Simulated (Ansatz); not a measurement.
**Resistance of the hcp Ti(0001) / hcp Zr(0001) interface**

How much resistance does one hcp Ti(0001) / hcp Zr(0001) interface add to a current across the layers?

Calculated with Ansatz 0.2.0; Ansatz plane-wave DFT, PBE, PAW files; ballistic transport by layer matching (Landauer), zero bias; PAW set soft_1, in the first sound run; inputs show where later runs differ.

## 1. Starting point

The cell holds 24 atoms: 12 Ti and 12 Zr. Its edges and angles: a = 3.091 Å, b = 3.091 Å, c = 59.373 Å, α = 90.0°, β = 90.0°, γ = 120.0°. It derives from Ti and Zr. Regions: Ti, 12 atoms (12 Ti); Zr, 12 atoms (12 Zr). The structure's axis is c.

## 2. Transmission: PBE

Both metals share one in-plane lattice, the mean of the two, each at its own atomic volume. The two leads are named in the middle of each metal, so that only one of the cell's two interfaces is crossed. The mesh across the current, 46×46, is finer than the density's, because channels open and close sharply across the zone. Energies from -0.27 to 0.27 eV in steps of 0.036 eV cover the slope of the Fermi function at 300 K, so the program can form a conductance.

Contents of input.yaml:

```yaml
crystal:
  lattice:
    - [3.091, 0.0, 0.0]
    - [-1.5455, 2.6768845231, 0.0]
    - [0.0, 0.0, 59.3731152316]
  atoms:
    - { symbol: Ti, position: [0.0, 0.0, 0.0168426399] }
    - { symbol: Ti, position: [0.3333333333, 0.6666666667, 0.0527868111] }
    - { symbol: Ti, position: [0.0, 0.0, 0.0887309823] }
    - { symbol: Ti, position: [0.3333333333, 0.6666666667, 0.1246751535] }
    - { symbol: Ti, position: [0.0, 0.0, 0.1606193247] }
    - { symbol: Ti, position: [0.3333333333, 0.6666666667, 0.1965634959] }
    - { symbol: Ti, position: [0.0, 0.0, 0.2325076671] }
    - { symbol: Ti, position: [0.3333333333, 0.6666666667, 0.2684518383] }
    - { symbol: Ti, position: [0.0, 0.0, 0.3043960095] }
    - { symbol: Ti, position: [0.3333333333, 0.6666666667, 0.3403401806] }
    - { symbol: Ti, position: [0.0, 0.0, 0.3762843518] }
    - { symbol: Ti, position: [0.3333333333, 0.6666666667, 0.412228523] }
    - { symbol: Zr, position: [0.0, 0.0, 0.4538951897] }
    - { symbol: Zr, position: [0.3333333333, 0.6666666667, 0.5012843518] }
    - { symbol: Zr, position: [0.0, 0.0, 0.548673514] }
    - { symbol: Zr, position: [0.3333333333, 0.6666666667, 0.5960626761] }
    - { symbol: Zr, position: [0.0, 0.0, 0.6434518383] }
    - { symbol: Zr, position: [0.3333333333, 0.6666666667, 0.6908410004] }
    - { symbol: Zr, position: [0.0, 0.0, 0.7382301625] }
    - { symbol: Zr, position: [0.3333333333, 0.6666666667, 0.7856193247] }
    - { symbol: Zr, position: [0.0, 0.0, 0.8330084868] }
    - { symbol: Zr, position: [0.3333333333, 0.6666666667, 0.880397649] }
    - { symbol: Zr, position: [0.0, 0.0, 0.9277868111] }
    - { symbol: Zr, position: [0.3333333333, 0.6666666667, 0.9751759732] }
kpoints:
  mp_grid: { grid: [14, 14, 1] }
hamiltonian:
  xc: pbe
  pseudopotentials: { kind: paw, azcp: { folder: soft_1 } }
scf:
  occupations: { method: fermi_dirac, width: 0.1 }
output:
  transmission:
    leads: [[5, 7], [17, 19]]
    kmesh: [46, 46]
    e_range: [-0.27, 0.27]
    de: 0.036
  write_potential: true
  write_density: true
  volumetric_format: npy
  elf: true
```

Run with:

```sh
$ ansatz run input.yaml --threads 4 --pin off --max-ram 15360MiB --backend cpu --events-out ev --progress --plain --runs-dir out
```

Numbers of over 12 decimals in the logs are rounded to 6 here.

Log:

```text
Engine: ansatz 0.2.0, aarch64-unknown-linux-gnu
Pseudopotentials: kind: paw
Pseudopotential: Ti, paw, valence charge 12, recommended cutoff 420 eV (normal), soft_1/Ti.paw.azcp
Pseudopotential: Zr, paw, valence charge 12, recommended cutoff 420 eV (normal), soft_1/Zr.paw.azcp
Functional definition: PBE
  parameter kappa = 0.804
  parameter beta = 0.066725
  exchange = pbe_x(kappa = kappa, mu = beta*pi^2/3)
  correlation = pbe_c(beta = beta)
Crystal: 24 atoms, lattice volume = 491.268 Å³
Basis set: ecut = 420 eV, 9535 PW (Γ)
Bands: 173, of which v1, the nominal top of the filled ones, is band 144 counted from 1 (143 counted from 0)
Symmetry: 12 space group operations
Space group: P-3m1 (ITA 164), of the structure as read, at distance tolerance 7.9e-5 Å
k-points: 24 of 196
Non-local potential: Ti, projectors of the file, l = 0: 3, l = 1: 2, l = 2: 3, l = 3: 1
Non-local potential: Zr, projectors of the file, l = 0: 3, l = 1: 2, l = 2: 2, l = 3: 1
PAW form: soft (Blöchl's): semilocal exchange-correlation on the pseudo side does not see the compensation charge
PAW one-centre angular grid: Ti, 590 points (default); XC on 64 Gauss nodes
PAW one-centre angular grid: Zr, 590 points (default); XC on 64 Gauss nodes
Initial density: superposition of atomic densities (chi_scale 0.1, normalization cell, long waves of neutral atoms (reshape's long-wave potential 39.92 eV rms, cloud 3.35 Å wide))
Initial wavefunctions: pseudopotential atomic-orbital guess
Functional: x = pbe(κ = 0.804, μ = 0.219515), c = pbe(β = 0.066725)
SCF iter   1: F=—  HF=-80205.982969 eV  |F-HF|=—  |Δ(HF+E_count)|=         —  Δρ=5.23e-2  dr2=1.18e2  ethr=3.10e-3  ⟨swp⟩=7.7  Hψ=15580  notcnv=0
preconditioner: auto → Kerker (q_TF=auto, 2.496 Å⁻¹)  [metal: Δε(μ)=0.004 eV  Ē_g=2.591 eV  σ=0.100 eV  W_gap=0.01  n_scr=148 (ndim 8)  ℏωp=16.4 eV  f_vac=0.000  D(μ)=26.46/eV (n_scr^D=292)]
SCF iter   2: F=—  HF=-80202.397126 eV  |F-HF|=—  |Δ(HF+E_count)|=    3.59e0  Δρ=2.52e-2  dr2=4.72e1  ethr=3.10e-3  ⟨swp⟩=3.0  Hψ=6645  notcnv=0
SCF iter   3: F=—  HF=-80201.334940 eV  |F-HF|=—  |Δ(HF+E_count)|=    1.06e0  Δρ=7.82e-3  dr2=1.27e1  ethr=3.10e-3  ⟨swp⟩=4.5  Hψ=8592  notcnv=0  defer=1
SCF iter   4: F=—  HF=-80201.306976 eV  |F-HF|=—  |Δ(HF+E_count)|=   2.80e-2  Δρ=3.62e-3  dr2=1.17e0  ethr=3.10e-3  ⟨swp⟩=2.8  Hψ=4874  notcnv=0
SCF iter   5: F=—  HF=-80201.298062 eV  |F-HF|=—  |Δ(HF+E_count)|=   8.91e-3  Δρ=7.11e-4  dr2=3.75e-2  ethr=4.06e-4  ⟨swp⟩=2.4  Hψ=4617  notcnv=0
SCF iter   6: F=—  HF=-80201.297932 eV  |F-HF|=—  |Δ(HF+E_count)|=   1.29e-4  Δρ=1.08e-4  dr2=6.98e-4  ethr=1.30e-5  ⟨swp⟩=1.2  Hψ=4283  notcnv=0
SCF iter   7: F=—  HF=-80201.297945 eV  |F-HF|=—  |Δ(HF+E_count)|=   1.31e-5  Δρ=3.72e-5  dr2=1.68e-4  ethr=2.42e-7  ⟨swp⟩=1.7  Hψ=4490  notcnv=0
SCF iter   8: F=—  HF=-80201.297957 eV  |F-HF|=—  |Δ(HF+E_count)|=   1.23e-5  Δρ=1.06e-5  dr2=5.43e-6  ethr=5.82e-8  ⟨swp⟩=1.2  Hψ=4157  notcnv=0
SCF iter   9: F=—  HF=-80201.297807 eV  |F-HF|=—  |Δ(HF+E_count)|=   1.50e-4  Δρ=3.93e-6  dr2=6.07e-7  ethr=1.88e-9  ⟨swp⟩=2.4  Hψ=6378  notcnv=0
SCF iter  10: F=-80201.297807 eV  HF=-80201.297807 eV  |F-HF|=1.76e-8  |Δ(HF+E_count)|=   4.77e-9  Δρ=1.36e-6  dr2=1.96e-8  ethr=3.47e-11  ⟨swp⟩=8.0  Hψ=11128  notcnv=0
SCF 1 converged in 10 iterations: F = -80201.297807 eV  dr2 = 1.96e-8
  greatest PAW one-centre occupation: 0.999 electrons in one spin orbital (limit 2), on the Ti atom at site 11 (counted from 0), in its partial waves of l = 0
transmission: 1040 of 10400 steps passed
transmission: 2080 of 10400 steps passed
[...]
transmission: 10400 of 10400 steps passed
SCF converged after 10 iterations
Free energy (F): -80201.297807 eV
Harris-Foulkes:  -80201.297807 eV  (|F-HF|=1.76e-8)
Internal energy: -80200.319839 eV  (E = F + TS)
E sigma→0 (E₀):  -80200.808823 eV
Entropy (-TS):   -0.977968 eV (-40.749 meV/atom)
Fermi energy:    13.481410 eV
--- Per-component energies (eV) ---
  E_band       = -3090.729858
  E_kinetic    = 7162.733906
  E_local      = -60021.872287  (includes V_loc(G=0)·N_el)
  E_nonlocal   = 1631.266757
  E_hartree    = 27645.367991
  E_xc         = -3247.004843
  E_vxc        = -3934.934576  (∫ρ·V_xc dr)
  E_paw        = -48073.559145  (= ΣΔE_a)
  E_vpaw       = -3218.636964  (= ΣTr[D̂ρ^β])
  E_aug_tail   = -0.001174  (compensation charges beyond the density's cutoff)
  E_ewald      = -5297.251046
  E_smearing   = -0.977968  (= −TS)
  E_closure    = -0.000000  (closes the sum)
  Σ components = -80201.297807   (vs F -80201.297807, Δ=0.00e0)
--- Band table (eV; the first three rows and the last of 24) ---
  k-point 0: bands = [... 140 lower, 13.8736, 13.8736, 13.8767, 13.8767, 13.8852, 14.0364, 14.0364, 14.0452, ... 25 higher]
  k-point 1: bands = [... 140 lower, 13.7953, 13.7974, 13.8011, 13.8849, 13.9217, 13.9264, 13.9371, 14.0050, ... 25 higher]
  k-point 2: bands = [... 140 lower, 13.6502, 13.7000, 13.8018, 13.8310, 13.8378, 13.8505, 13.8536, 13.9244, ... 25 higher]
  k-point 23: bands = [... 140 lower, 12.7154, 12.7212, 12.7857, 12.8949, 13.3318, 13.3329, 13.4289, 13.4325, ... 25 higher]
--- Transmission ---
  basis      : 73 plane waves across, 52 finite elements along
  points     : 200, standing for a mesh of 46 x 46
  filling    : by the input's occupations and mesh, since the crystals that have channels conduct as metals do. If one of these is a semiconductor, that mesh has misplaced its level
  energies   : 16 from -0.270000 to 0.270000 eV about the Fermi level, 0.036000 eV apart; the leads are filled to 0.000000 eV, and channels, transmission and decay are at 0.018000 eV
  crystal 0  : Ti2, at the sites [5, 7], period 4.2682 Å, over 25.61 Å; its Hamiltonian steps by up to 4.1 meV
    offset         : up to 0.0000 Å between an atom of the period and one for which it stands
    filled         : 45.7 meV under the level at which it is neutral
    channels       : 6.252363e-1 a spin
    conductance    : 5.7087e14 S/m² at 300 K; may be off by some 0.0 % by where its bands' edges are placed, 3.0 % from the k-mesh, 16.6 % from the distance to neutral
    slowest decay  : 0.0087 /Å at (0.3261, 0.1739)
  crystal 1  : Zr2, at the sites [17, 19], period 5.6273 Å, over 33.76 Å; its Hamiltonian steps by up to 0.4 meV
    offset         : up to 0.0000 Å between an atom of the period and one for which it stands
    filled         : 25.1 meV under the level at which it is neutral
    channels       : 7.282609e-1 a spin
    conductance    : 6.8120e14 S/m² at 300 K; may be off by some 0.0 % by where its bands' edges are placed, 3.0 % from the k-mesh, 2.4 % from the distance to neutral
    slowest decay  : 0.0012 /Å at (0.1957, 0.0435)
  junction   : crystal 0 to crystal 1, 13.44 to 39.61 Å
    transmission   : 2.226464e-1 a spin
    conductance    : 2.0098e14 S/m² at 300 K (1.9512e14 on every other point, 2.0160e14 on every other energy)
    error estimate : 0.3 % from the energy spacing and 3.6 % from band edges of the leads and from resonances (wavevectors taken as independent; lower de), 6.8 % from the k-mesh, 8.3 % from the steps of its leads' Hamiltonians or their offsets (lay more layers), 7.1 % from the distance to neutral
    resistance     : 3.3671e-3 Ω µm² beyond half of each lead's own
```

Run time: 7.3 min. Hardware: 4 threads of Arm Neoverse V1, shared host; peak memory 2.8 GiB.

The column dr2 measures how far the density is from self-consistency, as an energy; F and HF (Harris–Foulkes) agree once it is small.

This step gave:

| Quantity | Value |
| --- | --- |
| free energy | -80201.2978 eV |
| energy at zero smearing | -80200.8088 eV |
| Fermi energy | 13.48 eV |
| cell area | 8.274 Å² |
| step of the lead's potential | 4.1 meV |
| ballistic conductance of the lead | 5.71e14 S/m² |
| estimated errors of the lead's conductance | 0, 3, 16.6 % (band edges, k-mesh, distance from neutral) |
| lead conductance per cell | 0.6096 G₀ |
| step of the upper lead's potential | 0.4 meV |
| ballistic conductance of the upper lead | 6.81e14 S/m² |
| conductance of the junction | 2.01e14 S/m² |
| junction conductance per cell | 0.2146 G₀ |
| estimated errors of the junction's conductance | 0.3, 3.6, 6.8, 8.3, 7.1 % (energy step, band edges, k-mesh, leads' steps, distance from neutral) |
| area resistance that the stack adds (contact term taken off, spin by spin) | 3.367 fΩ m² |

Per spin. The transmission, zone mean by energy, zero at the Fermi level:

```
energy (eV)  transmission, zone mean
     -0.270                    0.104
     -0.234                   0.0849
     -0.198                   0.0966
     -0.162                    0.130
     -0.126                    0.154
     -0.090                    0.160
     -0.054                    0.191
     -0.018                    0.215
      0.018                    0.223
      0.054                    0.240
      0.090                    0.242
      0.126                    0.244
      0.162                    0.247
      0.198                    0.259
      0.234                    0.278
      0.270                    0.314
```

Per spin. Open channels, zone mean against energy, zero at the Fermi level:

```
energy (eV)   lead  upper lead
     -0.270  0.343       0.805
     -0.234  0.292       0.771
     -0.198  0.391       0.737
     -0.162  0.448       0.691
     -0.126  0.445       0.691
     -0.090  0.479       0.640
     -0.054  0.496       0.646
     -0.018  0.563       0.725
      0.018  0.625       0.728
      0.054  0.739       0.773
      0.090  0.835       0.756
      0.126  0.914       0.827
      0.162   1.05       0.938
      0.198   1.13       0.983
      0.234   1.17        1.02
      0.270   1.15        1.12
```

Transmission over k1 and k2. At -0.0180 eV from the Fermi level (the log's summary may quote the solved energy on the other side of it).

Ten even steps from '_' (0.00) to '@' (1.87), each cell a mean:
```
__________________________________________::%%@@++::________
__________________________________________%%@@%%%%@@##::____
__________________________________________##@@--__..##@@--__
__________________________________________--@@++______**%%::
____________________________________________++@@++....++@@##
______________________________________________==##@@@@@@@@##
____________________..______..____________________::++++==__
__________________....--------::..__________________________
____________________::==----------..________________________
____________________::==::______::==::______________________
__________________..::--..________..--::..__________________
____________________..::==::________==--::__________________
________________________..----______==--..__________________
__________________________..::--======--..__________________
____....____________________....::......::__________________
__++@@@@%%**..______________________________________________
::@@@@##**##@@**____________________________________________
__##@@::____--%%**__________________________________________
__..@@##..____##@@::________________________________________
____::%%@@==--##@@**________________________________________
________==%%@@@@@@--________________________________________
____________::==::__________________________________________
```
Columns: k1 (b1) from -0.5 to 0.478; rows upwards: k2 (b2) from -0.5 to 0.478.

Open channels over k1 and k2. At -0.0180 eV from the Fermi level (the log's summary may quote the solved energy on the other side of it).

Values, 12 rows by 16 columns, each cell a mean:
```
0.69 0.22 0.00 0.00 0.18 0.00 0.00 0.27 0.69 0.22 0.43 2.00 2.00 1.95 0.87 0.27
0.00 0.00 0.00 0.00 0.00 0.00 0.00 0.00 0.00 0.00 0.36 1.95 2.00 2.00 2.00 1.37
0.73 0.00 0.00 0.00 0.00 0.00 0.00 0.00 0.00 0.00 0.00 1.01 2.00 2.00 2.00 2.00
0.54 0.00 0.00 0.00 0.11 0.73 0.96 0.78 0.36 0.03 0.00 0.05 0.58 1.53 1.83 1.83
0.00 0.00 0.00 0.00 0.48 1.37 1.76 1.39 1.50 0.97 0.17 0.00 0.00 0.00 0.00 0.03
0.70 0.02 0.00 0.00 0.21 1.34 1.22 0.00 0.13 1.33 1.15 0.16 0.00 0.00 0.02 0.85
0.69 0.22 0.00 0.00 0.00 0.47 1.54 0.93 0.00 0.52 1.78 0.64 0.00 0.00 0.00 0.27
0.23 0.35 0.27 0.00 0.00 0.00 0.35 1.20 1.65 1.76 1.56 0.77 0.00 0.00 0.00 0.00
1.94 2.00 1.96 1.46 0.41 0.00 0.00 0.03 0.35 0.60 0.55 0.17 0.00 0.00 0.00 0.18
1.76 2.00 2.00 2.00 1.81 0.33 0.00 0.00 0.00 0.00 0.00 0.00 0.00 0.00 0.00 0.00
0.39 1.71 2.00 2.00 2.00 1.13 0.00 0.03 0.00 0.00 0.00 0.00 0.00 0.00 0.00 0.03
0.70 0.14 1.21 1.93 2.00 0.95 0.02 0.85 0.70 0.02 0.00 0.54 0.61 0.11 0.02 0.85
```
Columns: k1 (b1) from -0.5 to 0.478; rows upwards: k2 (b2) from -0.5 to 0.478.

Electrostatic potential energy in the ca plane at fractional y = 0.667, with atoms of Ti and Zr within 0.2 Å of it. With pseudopotentials it is smooth inside the atoms' cores, unlike the true potential.

Ten even steps from '0' (-32 eV) to '9' (15 eV), each cell a mean:
```
76789999999866789999999875578999988999985458
76689999999866789999999875468999989999985458
88899877799988899877899987789998766899987678
99998632369999998522379998899986200479999899
99998300138999997200159999999983000169999999
99998300038999997200149999999983000069999999
99998521268999998421379999999985100379999999
88899876789988899866799987789998655799987778
```
Columns run along c (16.0 Å, from fractional 0.30 to 0.57 of the cell; values clipped at the 3rd and 97th percentile), rows up along a (3.1 Å). Atoms in or near the plane, at fractional coordinates: Ti at (0.34, 0.33), Ti at (0.41, 0.33), Zr at (0.50, 0.33).

ELF in the ca plane at fractional y = 0.667, with atoms of Ti and Zr within 0.2 Å of it. It is the smooth field of the valence electrons, not physical close to the nuclei.

Ten even steps from '0' (0.13) to '9' (0.76), each cell a mean:
```
01002421242001003421242025520242111133104640
01003432342001004422342025520243111234104640
00012000002000012000012112200220143012101210
33331168611433430278502432113303899611422122
89861598951689841798931677666417947941676667
99961698951699951798931787667417936942676677
44441278711444430388601432224303999711432223
00012001002100011011002112201210254102201210
```
Columns run along c (16.0 Å, from fractional 0.30 to 0.57 of the cell), rows up along a (3.1 Å). Atoms in or near the plane, at fractional coordinates: Ti at (0.34, 0.33), Ti at (0.41, 0.33), Zr at (0.50, 0.33).

Valence density in the ca plane at fractional y = 0.667, with atoms of Ti and Zr within 0.2 Å of it. It is the smooth field of the valence electrons, not physical close to the nuclei.

Ten steps, logarithmic in the rise over the least value, from '0' (0 e/Å³) to '9' (10 e/Å³), each cell a mean:
```
23210000000123210000000134431000011000023431
23210000000123210000000134431000011000023432
12110122210112100122100023310001233200012321
11101367631011111467520011100013676520001110
11112599852111112799841011100025777630000100
11112699952111112799841011100025777631000100
11111377631011111477620011100013677520001110
12110123210111100133200012210001344200012321
```
Columns run along c (16.0 Å, from fractional 0.30 to 0.57 of the cell), rows up along a (3.1 Å). Atoms in or near the plane, at fractional coordinates: Ti at (0.34, 0.33), Ti at (0.41, 0.33), Zr at (0.50, 0.33).

The larger of the two leads' potential steps is 4.1 meV from period to period, small in itself. The program estimates the junction's conductance to 6.8 % from the k-mesh, 7.1 % from the leads' distance from neutral and 8.3 % from their steps.

## 3. Resistance: PBE

This step: Ansatz plane-wave DFT, PBE, PAW files; ballistic transport by layer matching (Landauer), zero bias; specific resistance of one interface, 1/T less the mean of the leads' 1/N; PAW set soft_1 (Ansatz 0.2.0).

Numbers from this step:

```
area resistance                                           : 3.293 fΩ m²
T over the leads' mean channel count                      : 0.3280
twice the interface resistance (2AR, or 2AR* for magnets) : 6.587 fΩ m²
```

Twice the interface resistance is 6.59 fΩ m² here.

By hand, with T and the leads' channels N averaged over the energies near the Fermi level: RA = A (h/2e²)(1/T − ½[1/N₁ + 1/N₂]) = 8.274×10⁻²⁰ m² × 12 906 Ω × (1/0.2171 − ½[1/0.6057 + 1/0.7182]) = 3.29 fΩ m².

[end of part 1 of 3]

[Logs are printed without paths, hosts, clocks, repeated set-up lines and the standing remarks that a program may print on its own settings, such as how far it seeks lower states.]

[Hosts, paths, dates, database ids (printed as entryN), source tags and the programs' standing remarks are cut or masked in the printed files.]
